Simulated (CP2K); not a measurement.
**Ru in CP2K: the effect of functional**

The system is Ru.

```
Ru
1.0
     2.70580    0.00000    0.00000
    -1.35290    2.34329    0.00000
     0.00000    0.00000    4.28190
Ru
2
Direct
  0.66667 0.33333 0.75000
  0.33333 0.66667 0.25000
```

Alike in all runs:

```yaml
Program: CP2K 2026.2
Task: band structure
Potentials_or_basis: POTENTIAL_UZH Ru GTH-PBE-q16; TZVP-MOLOPT-PBE-GTH basis
Density_cutoff: 9184 eV
k_mesh: 11 × 11 × 6
Occupations: fermi-dirac, width 0.05 eV
Spin: no spin polarisation
```

```tsv
functional	pressure (GPa)
LDA	-7.9
PBEsol	?
vdW-DF2	30.9
AM05	-4.8
OLYP	0.5
SCAN	-3.6
```

Question: What does the run with functional PBEsol give?

Answer: Pressure -2.8 GPa.

Caveats: the potentials were made for another functional, which shifts forces and pressure; the basis of atomic orbitals isn't converged, which shifts pressures, moduli and gaps; a pressure of tens of GPa on the cell as given is suspect, and the run, the potentials or the cell itself is likely at fault (some runs).

Runs at the PBE level aren't shown here.
